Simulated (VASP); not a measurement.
# BaS (Fm-3m) in VASP: settings compared

BaS is run at these levels: PBE, RPBE, PBEsol+D3(BJ); tasks: single point, relaxation of cell and atoms.

All numbers are computed with VASP 6.6.1; they aren't measurements. Logs are shortened: lines on timing, memory, paths and dates and some standing lists are left out, and cuts for length are marked.

**Measured values to compare with.**

A printed reference work, monograph, original work of 1988 reports, for a bulk crystal of BaS at 2 K: band gap 3.806 eV (indirect).

The results are compared with them further down.

**1. The cell of the first run**

Symmetry: Fm-3m, No. 225, cubic system. Conventional cell: a = 6.388 Å, b = 6.388 Å, c = 6.388 Å, α = 90.00°, β = 90.00°, γ = 90.00°. Ba (site symmetry m-3m) has 6 S at 3.19 Å within 4.2 Å. Within 4.2 Å of S (site symmetry m-3m) lie 6 Ba at 3.19 Å.

**2. Single point, PBE**

The input, INCAR:

```
PREC = Accurate
ENCUT = 520
EDIFF = 1E-7
ISMEAR = 0
SIGMA = 0.020999999999999998
LREAL = F
LASPH = T
NELM = 80
ALGO = Normal
ISIF = 2
LWAVE = F
LCHARG = F
GGA = PE
NBANDS = 15
```

The input, KPOINTS:

```
regular mesh
0
Gamma
  7 7 7
```

The input, POSCAR:

```
BaS
1.0
    0.0000000000      3.1937500000      3.1937500000
    3.1937500000      0.0000000000      3.1937500000
    3.1937500000      3.1937500000      0.0000000000
Ba S
1 1
Direct
    0.0000000000      0.0000000000      0.0000000000
    0.5000000000      0.5000000000      0.5000000000
```

Potentials or basis: VASP PAW PBE potentials, release 64 (Ba_sv, S).

Started as:

```
> cat potpaw_PBE.64/Ba_sv/POTCAR potpaw_PBE.64/S/POTCAR > POTCAR
> mpirun -np 1 vasp_std > vasp.out
```

OUTCAR:

```text
PREC = Accurate
   ENCUT = 520
   EDIFF = 1E-7
   ISMEAR = 0
   LREAL = F
   LASPH = T
   NELM = 80
   ISIF = 2
   GGA = PE

 ion  position               nearest neighbor table
   1  0.000  0.000  0.000-   2 3.19   2 3.19   2 3.19   2 3.19   2 3.19   2 3.19
   2  0.500  0.500  0.500-   1 3.19   1 3.19   1 3.19   1 3.19   1 3.19   1 3.19

  LATTYP: Found a face centered cubic cell.
 ALAT       =     6.3875000000

  Lattice vectors:

 A1 = (   0.0000000000,   3.1937500000,   3.1937500000)
 A2 = (   3.1937500000,   0.0000000000,   3.1937500000)
 A3 = (   3.1937500000,   3.1937500000,   0.0000000000)

Analysis of symmetry for initial positions (statically):
=====================================================================
 Subroutine PRICEL returns:
 Original cell was already a primitive cell.

 Routine SETGRP: Setting up the symmetry group for a
 face centered cubic supercell.

 Subroutine GETGRP returns: Found 48 space group operations
 (whereof 48 operations were pure point group operations)
 out of a pool of 48 trial point group operations.

The static configuration has the point symmetry O_h .

Analysis of symmetry for dynamics (positions and initial velocities):
=====================================================================
 Subroutine PRICEL returns:
 Original cell was already a primitive cell.

 Routine SETGRP: Setting up the symmetry group for a
 face centered cubic supercell.

 Subroutine GETGRP returns: Found 48 space group operations
 (whereof 48 operations were pure point group operations)
 out of a pool of 48 trial point group operations.

The dynamic configuration has the point symmetry O_h .

 Subroutine INISYM returns: Found 48 space group operations
 (whereof 48 operations are pure point group operations),
 and found     1 'primitive' translations

----------------------------------------------------------------------------------------

                                     Primitive cell

  volume of cell :      65.1527

  direct lattice vectors                    reciprocal lattice vectors
     0.000000000  3.193750000  3.193750000    -0.156555773  0.156555773  0.156555773
     3.193750000  0.000000000  3.193750000     0.156555773 -0.156555773  0.156555773
     3.193750000  3.193750000  0.000000000     0.156555773  0.156555773 -0.156555773

  length of vectors
     4.516644565  4.516644565  4.516644565     0.271162553  0.271162553  0.271162553

  position of ions in fractional coordinates (direct lattice)
     0.000000000  0.000000000  0.000000000
     0.500000000  0.500000000  0.500000000

  ion indices of the primitive-cell ions
   primitive index   ion index
                 1           1
                 2           2

----------------------------------------------------------------------------------------

 KPOINTS: regular mesh

Automatic generation of k-mesh.
 Grid dimensions read from file:
 generate k-points for:    7    7    7

 Generating k-lattice:

  Cartesian coordinates                     Fractional coordinates (reciprocal lattice)
    -0.022365110  0.022365110  0.022365110     0.142857143  0.000000000  0.000000000
     0.022365110 -0.022365110  0.022365110     0.000000000  0.142857143  0.000000000
     0.022365110  0.022365110 -0.022365110     0.000000000  0.000000000  0.142857143

  Length of vectors
     0.038737508  0.038737508  0.038737508

  Shift w.r.t. Gamma in fractional coordinates (k-lattice)
     0.000000000  0.000000000  0.000000000

 Subroutine IBZKPT returns following result:
 ===========================================

 Found     20 irreducible k-points:

 Following reciprocal coordinates:
            Coordinates               Weight
  0.000000  0.000000  0.000000      1.000000
  0.142857  0.000000  0.000000      8.000000
  0.285714  0.000000  0.000000      8.000000
  0.428571  0.000000  0.000000      8.000000
  0.142857  0.142857  0.000000      6.000000
  0.285714  0.142857  0.000000     24.000000
[... 12 lines left out ...]
 -0.428571  0.428571  0.142857     24.000000
 -0.285714  0.428571  0.142857     24.000000
   k-points           NKPTS =     20   k-points in BZ     NKDIM =     20   number of bands    NBANDS=     15
   number of dos      NEDOS =    301   number of ions     NIONS =      2
   total plane-waves  NPLWV =  46656
   dimension x,y,z NGX =    36 NGY =   36 NGZ =   36
   dimension x,y,z NGXF=    72 NGYF=   72 NGZF=   72
   ions per type =               1   1
   NGX,Y,Z   is equivalent  to a cutoff of  13.25, 13.25, 13.25 a.u.
   NGXF,Y,Z  is equivalent  to a cutoff of  26.50, 26.50, 26.50 a.u.
 SYSTEM =  unknown system
   PREC   = accura    normal or accurate (medium, high low for compatibility)
   ISTART =      0    job   : 0-new  1-cont  2-samecut
   ICHARG =      2    charge: 1-file 2-atom 10-const
   ISPIN  =      1    spin polarized calculation?
   LNONCOLLINEAR =      F non collinear calculations
   LSORBIT =      F    spin-orbit coupling
   LASPH  =      T    aspherical Exc in radial PAW
   ENCUT  =  520.0 eV  38.22 Ry    6.18 a.u.   8.40  8.40  8.40*2*pi/ulx,y,z
   NELM   =     80;   NELMIN=  2; NELMDL= -5     # of ELM steps
   EDIFF  = 0.1E-06   stopping-criterion for ELM
   LREAL  =      F    real-space projection
   EDIFFG = 0.1E-05   stopping-criterion for IOM
   NSW    =      0    number of steps for IOM
   IBRION =     -1    ionic relax: 0-MD 1-quasi-New 2-CG
   NFREE  =      0    steps in history (QN), initial steepest desc. (CG)
   ISIF   =      2    stress and relaxation
   ISYM   =      2    0-nonsym 1-usesym 2-fastsym
   POTIM  = 0.5000    time-step for ionic-motion
   TEBEG  =    0.0;   TEEND  =   0.0 temperature during run
   PSTRESS=    0.0 pullay stress
   NELECT =      16.0000    total number of electrons
   NUPDOWN=      -1.0000    fix difference up-down
   EMIN   =  10.00;   EMAX   =-10.00  energy-range for DOS
   EFERMI =   0.00;   METHOD = LEGACY
   ISMEAR =     0;   SIGMA  =   0.02  broadening in eV -4-tet -1-fermi 0-gaus
   EFERMI_NEDOS =   21; number of points for ismear=-14 and -15
   IALGO  =     38    algorithm
   IMIX   =      4    mixing-type and parameters
     AMIX     =   0.40;   BMIX     =  1.00
     AMIX_MAG =   1.60;   BMIX_MAG =  1.00
  volume/ion in A,a.u.               =      32.58       219.84
  Fermi-wavevector in a.u.,A,eV,Ry     =   1.025189  1.937326 14.299891  1.051012
  Thomas-Fermi vector in A             =   2.159016
   LORBIT       =      0    0 simple, 1 ext, 2 COOP (PROOUT), +10 PAW based schemes
   GGA     = PE    functional components
   LHFCALC =     F    Hartree Fock is set to
   AEXX    =    0.0000 exact exchange contribution
   IVDW    =     0    specifies the selected vdW correction
   LEPSILON=     F    determine dielectric tensor
   LRPA    =     F    only Hartree local field effects (RPA)
 non-spin polarized calculation
 Gauss-broadening in eV      SIGMA  =   0.02
  energy-cutoff  :      520.00
  volume of cell :       65.15
 maximum number of plane-waves:      1807
 NGX is ok and might be reduce to    36
   NGX = 17   NGY = 17   NGZ = 17

 number of electron      16.0000001 magnetization

 Free energy of the ion-electron system (eV)
  ---------------------------------------------------
  ext. energy  EPLUGINS =         0.00000000
  ---------------------------------------------------
  free energy    TOTEN  =       -10.18472075 eV

  energy without entropy =      -10.18472075  energy(sigma->0) =      -10.18472075

 E-fermi :   1.5774     XC(G=0):  -8.6258

 val. band max:        1.4538157212   @ k =   0.0000   0.0000   0.0000
 cond. band min:       3.6204925867   @ k =   0.4286   0.4286   0.0000
 fundamental gap:      2.1666768655
 Fermi energy:         1.5773792380

 k-point     1 :       0.0000    0.0000    0.0000
  band No.  band energies     occupation
      1     -24.6207      2.00000
      2      -9.6763      2.00000
      3      -9.6763      2.00000
      4      -9.6763      2.00000
      5      -8.9066      2.00000
      6       1.4538      2.00000
      7       1.4538      2.00000
      8       1.4538      2.00000
      9       5.0535      0.00000
     10       5.3225      0.00000
     11       5.3225      0.00000
     12       5.3225      0.00000
     13       6.2482      0.00000
     14       6.2482      0.00000
     15      10.1888      0.00000

 k-point     2 :       0.1429    0.0000    0.0000
  band No.  band energies     occupation
      1     -24.6123      2.00000
      2     -10.0433      2.00000
      3      -9.6837      2.00000
      4      -9.6837      2.00000
      5      -8.5222      2.00000
      6       0.9436      2.00000
      7       1.1885      2.00000
      8       1.1885      2.00000
      9       5.3361      0.00000
     10       5.6254      0.00000
     11       5.6254      0.00000
     12       5.8103      0.00000
     13       6.8329      0.00000
     14       6.8329      0.00000
     15      10.9877      0.00000

 k-point     3 :       0.2857    0.0000    0.0000
  band No.  band energies     occupation
      1     -24.5934      2.00000
      2     -10.5102      2.00000
      3      -9.7000      2.00000
      4      -9.7000      2.00000
      5      -8.0131      2.00000
      6       0.1127      2.00000
      7       0.7148      2.00000
      8       0.7148      2.00000
      9       5.6905      0.00000
     10       6.4574      0.00000
     11       6.4574      0.00000
     12       7.1588      0.00000
     13       8.2359      0.00000
     14       8.2359      0.00000
     15      12.0395      0.00000
[... 271 lines left out ...]
 k-point    19 :      -0.4286    0.4286    0.1429
  band No.  band energies     occupation
      1     -24.5648      2.00000
      2     -10.2763      2.00000
      3      -9.9447      2.00000
      4      -9.9142      2.00000
      5      -8.3934      2.00000
      6       0.5929      2.00000
      7       0.8308      2.00000
      8       1.1069      2.00000
      9       4.4463      0.00000
     10       7.2831      0.00000
     11       7.6332      0.00000
     12       8.5837      0.00000
     13       8.7995      0.00000
     14       9.5268      0.00000
     15      10.8837      0.00000

 k-point    20 :      -0.2857    0.4286    0.1429
  band No.  band energies     occupation
      1     -24.5634      2.00000
      2     -10.3132      2.00000
      3     -10.0371      2.00000
      4      -9.8909      2.00000
      5      -8.2358      2.00000
      6       0.3128      2.00000
      7       0.8650      2.00000
      8       0.9348      2.00000
      9       5.3864      0.00000
     10       6.2993      0.00000
     11       7.8671      0.00000
     12       8.5366      0.00000
     13       8.6793      0.00000
     14      10.6185      0.00000
     15      11.6462      0.00000

------------------------ aborting loop because EDIFF is reached ----------------------------------------

  FORCE on cell =-STRESS in cart. coord.  units (eV):
  Direction    XX          YY          ZZ          XY          YZ          ZX
  --------------------------------------------------------------------------------------
  -------------------------------------------------------------------------------------
  Total        0.5803413      0.5803413      0.5803413      0.0000000      0.0000000     -0.0000000
  in kB       14.2712269     14.2712269     14.2712269      0.0000000      0.0000000     -0.0000000
  external PRESSURE =      14.2712269 kB  Pullay stress =       0.0000000 kB

 VOLUME and BASIS-vectors are now :
 -----------------------------------------------------------------------------
  energy-cutoff  :      520.00
  volume of cell :       65.15
      direct lattice vectors                 reciprocal lattice vectors
     0.000000000  3.193750000  3.193750000    -0.156555773  0.156555773  0.156555773
     3.193750000  0.000000000  3.193750000     0.156555773 -0.156555773  0.156555773
     3.193750000  3.193750000  0.000000000     0.156555773  0.156555773 -0.156555773

 POSITION                                       TOTAL-FORCE (eV/Angst)
 -----------------------------------------------------------------------------------
      0.00000      0.00000      0.00000        -0.000000     -0.000000      0.000000
      3.19375      3.19375      3.19375         0.000000      0.000000     -0.000000
 -----------------------------------------------------------------------------------
    total drift:                                0.000000      0.000000      0.000000

  FREE ENERGIE OF THE ION-ELECTRON SYSTEM (eV)
  ---------------------------------------------------
  free  energy   TOTEN  =       -10.1847207469 eV

  energy  without entropy=      -10.1847207469  energy(sigma->0) =      -10.18472075
```

Wall time 12 s (1 thread of AMD EPYC 9R45 (Zen 5), shared host); peak memory 0.18 GiB.

What came out:

| Property | Result |
| --- | --- |
| Free energy | -10.1847 eV |
| Pressure | 1.4 GPa |
| Band gap on the k mesh | 2.17 eV (least direct gap 2.31 eV) |

Caveat: spin-orbit coupling is left out, which moves the levels of the heavy elements; an odd mesh through Γ misses points on the zone boundary, where band edges can lie.

**3. Single point, RPBE**

This run uses another cell than the first one, of 34.55 Å³/atom.

The input, INCAR:

```
ALGO = Normal
EDIFF = 1E-6
ENCUT = 520
GGA = RP
ISIF = 2
ISMEAR = -1
LASPH = T
LCHARG = F
LREAL = F
LWAVE = F
NBANDS = 15
NELM = 60
PREC = Accurate
SIGMA = 0.05
```

The input, KPOINTS:

```
k-points
0
Gamma
  7 7 7
```

The input, POSCAR:

```
BaS
1.0
    0.0000000000      3.2568594267      3.2568594267
    3.2568594267      0.0000000000      3.2568594267
    3.2568594267      3.2568594267      0.0000000000
Ba S
1 1
Direct
    0.0000000000      0.0000000000      0.0000000000
    0.5000000000      0.5000000000      0.5000000000
```

Potentials or basis: VASP PAW PBE potentials, release 64 (Ba_sv, S).

Started as:

```
> cat potpaw_PBE.64/Ba_sv/POTCAR potpaw_PBE.64/S/POTCAR > POTCAR
> mpirun -np 1 vasp_std > vasp.out
```

OUTCAR:

```text
EDIFF = 1E-6
   ENCUT = 520
   GGA = RP
   ISIF = 2
   ISMEAR = -1
   LASPH = T
   LREAL = F
   NELM = 60
   PREC = Accurate

 ion  position               nearest neighbor table
   1  0.000  0.000  0.000-   2 3.26   2 3.26   2 3.26   2 3.26   2 3.26   2 3.26
   2  0.500  0.500  0.500-   1 3.26   1 3.26   1 3.26   1 3.26   1 3.26   1 3.26

  LATTYP: Found a face centered cubic cell.
 ALAT       =     6.5137188534

  Lattice vectors:

 A1 = (   0.0000000000,   3.2568594267,   3.2568594267)
 A2 = (   3.2568594267,   0.0000000000,   3.2568594267)
 A3 = (   3.2568594267,   3.2568594267,   0.0000000000)

Analysis of symmetry for initial positions (statically):
=====================================================================
 Subroutine PRICEL returns:
 Original cell was already a primitive cell.

 Routine SETGRP: Setting up the symmetry group for a
 face centered cubic supercell.

 Subroutine GETGRP returns: Found 48 space group operations
 (whereof 48 operations were pure point group operations)
 out of a pool of 48 trial point group operations.

The static configuration has the point symmetry O_h .

Analysis of symmetry for dynamics (positions and initial velocities):
=====================================================================
 Subroutine PRICEL returns:
 Original cell was already a primitive cell.

 Routine SETGRP: Setting up the symmetry group for a
 face centered cubic supercell.

 Subroutine GETGRP returns: Found 48 space group operations
 (whereof 48 operations were pure point group operations)
 out of a pool of 48 trial point group operations.

The dynamic configuration has the point symmetry O_h .

 Subroutine INISYM returns: Found 48 space group operations
 (whereof 48 operations are pure point group operations),
 and found     1 'primitive' translations

[... 116 lines left out ...]
   AEXX    =    0.0000 exact exchange contribution
   IVDW    =     0    specifies the selected vdW correction
   LEPSILON=     F    determine dielectric tensor
   LRPA    =     F    only Hartree local field effects (RPA)
 non-spin polarized calculation
  energy-cutoff  :      520.00
  volume of cell :       69.09
 maximum number of plane-waves:      1877
 NGX is ok and might be reduce to    36
   NGX = 17   NGY = 17   NGZ = 17

 number of electron      16.0000000 magnetization

 Free energy of the ion-electron system (eV)
  ---------------------------------------------------
  ext. energy  EPLUGINS =         0.00000000
  ---------------------------------------------------
  free energy    TOTEN  =        -9.65371311 eV

  energy without entropy =       -9.65371311  energy(sigma->0) =       -9.65371311

 E-fermi :   2.3536     XC(G=0):  -8.1595

 val. band max:        1.2807517329   @ k =   0.0000   0.0000   0.0000
 cond. band min:       3.6786934389   @ k =   0.4286   0.4286   0.0000
 fundamental gap:      2.3979417060
 Fermi energy:         2.3535833878

 k-point     1 :       0.0000    0.0000    0.0000
  band No.  band energies     occupation
      1     -25.0331      2.00000
      2     -10.1076      2.00000
      3     -10.1076      2.00000
      4     -10.1076      2.00000
      5      -8.9747      2.00000
      6       1.2808      2.00000
      7       1.2808      2.00000
      8       1.2808      2.00000
      9       4.8356      0.00000
     10       5.2330      0.00000
     11       5.2330      0.00000
     12       5.2330      0.00000
     13       6.0381      0.00000
     14       6.0381      0.00000
[... 329 lines left out ...]
      2     -10.5640      2.00000
      3     -10.3852      2.00000
      4     -10.2701      2.00000
      5      -8.4724      2.00000
      6       0.2461      2.00000
      7       0.7151      2.00000
      8       0.7543      2.00000
      9       5.2984      0.00000
     10       6.1430      0.00000
     11       7.4401      0.00000
     12       8.1413      0.00000
     13       8.2660      0.00000
     14      10.0693      0.00000
     15      11.1954      0.00000

------------------------ aborting loop because EDIFF is reached ----------------------------------------

  FORCE on cell =-STRESS in cart. coord.  units (eV):
  Direction    XX          YY          ZZ          XY          YZ          ZX
  --------------------------------------------------------------------------------------
  -------------------------------------------------------------------------------------
  Total        0.1843777      0.1843777      0.1843777      0.0000000     -0.0000000      0.0000000
  in kB        4.2755498      4.2755498      4.2755498      0.0000000     -0.0000000      0.0000000
  external PRESSURE =       4.2755498 kB  Pullay stress =       0.0000000 kB

 VOLUME and BASIS-vectors are now :
 -----------------------------------------------------------------------------
  energy-cutoff  :      520.00
  volume of cell :       69.09
      direct lattice vectors                 reciprocal lattice vectors
     0.000000000  3.256859427  3.256859427    -0.153522131  0.153522131  0.153522131
     3.256859427  0.000000000  3.256859427     0.153522131 -0.153522131  0.153522131
     3.256859427  3.256859427  0.000000000     0.153522131  0.153522131 -0.153522131

 POSITION                                       TOTAL-FORCE (eV/Angst)
 -----------------------------------------------------------------------------------
      0.00000      0.00000      0.00000         0.000000      0.000000     -0.000000
      3.25686      3.25686      3.25686        -0.000000     -0.000000      0.000000
 -----------------------------------------------------------------------------------
    total drift:                                0.000000      0.000000      0.000000

  FREE ENERGIE OF THE ION-ELECTRON SYSTEM (eV)
  ---------------------------------------------------
  free  energy   TOTEN  =        -9.6537131136 eV

  energy  without entropy=       -9.6537131136  energy(sigma->0) =       -9.65371311
```

Run time: 12 s. Hardware: 1 thread of AMD EPYC 9R45 (Zen 5), shared host; peak memory 0.18 GiB.

What came out:

- Free energy: -9.6537 eV
- Pressure: 0.4 GPa
- Band gap on the k mesh: 2.40 eV (least direct gap 2.56 eV)

Caveat: the PAW data sets were made with another functional, which shifts forces and pressure a little; spin-orbit coupling is left out, which moves the levels of the heavy elements; an odd mesh through Γ misses points on the zone boundary, where band edges can lie.

[end of part 1 of 2]
